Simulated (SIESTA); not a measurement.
The system is Ta.

```xyz
1
Lattice="-1.6513 1.6513 1.6513 1.6513 -1.6513 1.6513 1.6513 1.6513 -1.6513" Properties=species:S:1:pos:R:3 pbc="T T T"
Ta    0.0000    0.0000    0.0000
```

Program: SIESTA 5.4.2. Alike in all runs: task band structure; level PBEsol; no spin polarisation; cell as given; k mesh 11 × 11 × 11; smearing fermi-dirac 0.05 eV; grid cutoff 800 Ry; energy shift 0.003 Ry. Hardware: 1 thread of Intel(R) Xeon(R) Processor @ 2.50GHz (Skylake/Cascade Lake), with other jobs on the host.

Order these runs on this cell by their wall time, lowest first.
A. potentials or basis PseudoDojo 0.4 standard (PBEsol files), SZ (energy shift 0.003 Ry)
B. potentials or basis PseudoDojo 0.4 standard (PBEsol files), SZP (energy shift 0.003 Ry)
C. potentials or basis PseudoDojo 0.4 standard (PBEsol files), TZDP (energy shift 0.003 Ry; two zetas on semicore shells)

A (18 s), B (41 s), C (120 s).

Caveats: the basis has no polarisation orbitals (some runs).
